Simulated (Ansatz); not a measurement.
Crystal: Be.

```
Be
1.0
    -1.20085    1.20085    1.20085
     1.20085   -1.20085    1.20085
     1.20085    1.20085   -1.20085
Be
1
Direct
  0.00000 0.00000 0.00000
```

This isn't the form of Be at room conditions, which is hcp.

The cell isn't the ideal one: volume scaled by 0.88.

Below is the output of Ansatz 0.2.0 for this cell. Logs are shortened: lines on timing, memory, paths and dates and some standing lists are left out, and cuts for length are marked.

```text
Warning: output.stress: scf.convergence.dr2_threshold = 1e-7 eV (the SCF's general default) is looser than the 1e-10 eV advised for a printed stress (1e-10 eV for each atom of the cell: 1). What an SCF threshold leaves in a stress goes as its square root, and in the free energy as the threshold itself, and one threshold admits the most on a small cell: of the crystals measured, under no hybrid functional and no lock of the moments, on runs that ended without the residual-converged pass, on stresses that held no estimate of that error, the worst erred by over 100 MPa in a component at 1e-7 eV an atom and by under 5 at 1e-10. Set scf.convergence.dr2_threshold to 1e-10 eV or tighter. The threshold is an SCF's pass mark: one that does not reach it within its budget of iterations ends unconverged, or closes short of it on a stop that the run arms, and scf.convergence.dr2_threshold's page says what that costs each kind of run
Warning: output.stress: scf.exx.energy_threshold = 1e-6 eV is looser than the 1e-8 eV advised for a stress under a hybrid functional (1e-8 eV for each atom of the cell: 1). Every SCF of the exchange loop can meet its threshold on dr2 while the loop round them stops early: no threshold on dr2 bounds what that leaves in the stress. Set scf.exx.energy_threshold to 1e-8 eV or tighter. The threshold is the loop's pass mark: a loop that does not reach it within its budget of cycles ends unconverged, and scf.exx.energy_threshold's page has the law
Warning: RAYON_NUM_THREADS=1 ignored (pool sized by the plan → 1); use --threads N
scf.n_extra_bands = 6 over 2 filled bands (N_el = 4.0): the run solves 8 bands
Engine: ansatz 0.2.0, x86_64-unknown-linux-gnu
Pseudopotentials: kind: nc
Pseudopotential: Be, nc, valence charge 4, recommended cutoff 1197.300995 eV (normal), Be.nc.azcp (PseudoDojo's, or run here from an input of PseudoDojo's; its table is named by hamiltonian.pseudopotentials.accuracy)
Functional definition: HSE06
  parameter a = 0.25
  parameter omega = 0.11/bohr
  exchange = pbe_x - a*pbe_x_sr(omega) + a*exact_x_sr(omega)
  correlation = pbe_c
Crystal: 1 atoms, lattice volume = 6.927 Å³
Basis set: ecut = 1197.300995 eV, 627 PW (Γ), exchange–correlation on 48×48×48 points (8 copies of the dense FFT grid, shifted against one another)
Bands: 8, of which v1, the nominal top of the filled ones, is band 2 counted from 1 (1 counted from 0)
Symmetry: 48 space group operations
Space group: Im-3m (ITA 229), of the structure as read, at distance tolerance 1.9e-5 Å
k-points: 47 of 1000
Non-local potential: Be, projectors of the file, l = 0: 2, l = 1: 2
Initial density: superposition of atomic densities (chi_scale 0.1, normalization cell)
Initial wavefunctions: pseudopotential atomic-orbital guess
Functional: x = pbe(κ = 0.804, μ = 0.2195149727645171), c = pbe(β = 0.06672455060314922), warm-up for x = pbe(κ = 0.804, μ = 0.2195149727645171) + 0.25 (exact − pbe) at short range (hse, ω = 0.20786987370883472 Å⁻¹), c = pbe(β = 0.06672455060314922); HSE06 as pw.x's `hse` composes it (authors' and Libxc's form: `xc: wpbeh`)
iter 1 solved again at ethr=1.78e-4 eV; its pass at ethr=1.00e-1 eV (dr2=7.11e-3 eV) is discarded
SCF iter   1: F=—  HF=-379.148062 eV  |F-HF|=—  |Δ(HF+E_count)|=         —  Δρ=3.38e-2  dr2=7.11e-3  ethr=1.78e-4  ⟨swp⟩=2.5  Hψ=2204  notcnv=0
[... 22 lines left out ...]
SCF iter   2: F=-379.472335 eV  HF=-379.472335 eV  |F-HF|=6.11e-10  |Δ(HF+E_count)|=   1.84e-9  Δρ=1.83e-5  dr2=1.81e-9  ethr=2.08e-10  ⟨swp⟩=2.1  Hψ=474  notcnv=0
SCF 3 converged in 2 iterations: F = -379.472335 eV  dr2 = 1.81e-9
  Residual-converged pass: ⟨swp⟩=2.1  Hψ=478  notcnv=0  max |occ|·‖R‖ = 2.4e-6 eV (tolerance 2.4e-6 eV)  dr2=1.80e-9  max |Δocc| = 8.1e-13
hybrid outer 2: dexx = +1.883e-9 eV, tail = 3.67e-9 eV, Δε = 5.78e-4 eV (about 7.77e-5 eV left of the loop's levels)
hybrid SCF converged: 2 outer / 6 inner (+5 warm-up), last move |dexx| = 1.88e-9 eV, tail = 3.67e-9 eV
Stability not checked: this state was not tested for a lower state beside it, because the functional holds exact exchange (a hybrid, or Hartree-Fock), whose exchange loop this test does not read (fock_operator; see scf.lower_state_search)
Free energy (F): -379.472335 eV
Harris-Foulkes:  -379.472335 eV  (|F-HF|=6.11e-10)
Internal energy: -379.472182 eV  (E = F + TS)
E sigma→0 (E₀):  -379.472258 eV
Entropy (-TS):   -0.000152 eV (-0.152 meV/atom)
Fermi energy:    10.874314 eV
--- Per-component energies (eV) ---
  E_band       = -179.498338
  E_kinetic    = 239.673280
  E_local      = -153.827710  (includes V_loc(G=0)·N_el)
  E_nonlocal   = -277.835887
  E_hartree    = 54.914126
  E_xc         = -53.312953
  E_vxc        = -68.281628  (∫ρ·V_xc dr)
  E_exx        = -14.527156  (= α·E_x^exact, valence–valence)
  E_ewald      = -174.555884
  E_smearing   = -0.000152  (= −TS)
  E_closure    = -0.000000  (closes the sum)
  Σ components = -379.472335   (vs F -379.472335, Δ=5.68e-14)
--- Forces (eV/Å), atoms counted from 1 ---
  atom   1  Be     0.00000000     0.00000000    -0.00000000
  max |Σ_I F_I| component: 1.91e-30 eV/Å
--- Stress (GPa, compression-positive) ---
       18.488143      -0.000000       0.000000
       -0.000000      18.488143       0.000000
       -0.000000       0.000000      18.488143
  P = ⅓ Tr σ = 18.4881 GPa (184.881 kbar)
--- Band table (eV; the first three rows and the last of 47) ---
  k-point 0: bands = ["-93.7543", "-3.6162", "34.1268", "34.1268", "34.1268", "45.9542", "45.9542", "45.9542"]
  k-point 1: bands = ["-93.7487", "-3.2059", "32.0391", "32.6445", "33.6249", "42.2797", "42.6696", "46.4178"]
  k-point 2: bands = ["-93.7336", "-1.9695", "26.5176", "30.0364", "32.3270", "39.0985", "40.4100", "46.1122"]
  k-point 46: bands = ["-93.6587", "16.1871", "16.1871", "16.1871", "22.2065", "22.2065", "33.8772", "64.4433"]
```

**Question.** What input gives this log?

**Answer.** Density of states with HSE06, no spin polarisation. The files as run (others can give the same):

input.yaml
```yaml
crystal:
  lattice:
    - [-1.2008457219, 1.2008457219, 1.2008457219]
    - [1.2008457219, -1.2008457219, 1.2008457219]
    - [1.2008457219, 1.2008457219, -1.2008457219]
  atoms:
    - { symbol: Be, position: [0.0, 0.0, 0.0] }
hamiltonian:
  xc: hse06
  pseudopotentials: { kind: nc, accuracy: standard, xc_functional: pbesol }
kpoints:
  mp_grid: { grid: [10, 10, 10] }
scf:
  occupations: { method: gaussian, width: 0.025 }
  n_extra_bands: 6
  algorithm: density_mixing
output:
  forces: true
  stress: true
  eigenvalues: true
  dos: { projected: false, de: 0.05 }
```

Potentials or basis: PseudoDojo standard (PBEsol files).
Run with:
```sh
$ ansatz run input.yaml --threads 1 --pin off --max-ram 2560MiB --backend cpu --events-out ev --progress --plain --runs-dir out
```

Caveat: the k mesh is coarse (spacing up to 0.37 Å⁻¹), so the values aren't converged, least of all with exact exchange; the potentials were made for another functional, which shifts forces and pressure; the thresholds are loose for stress.
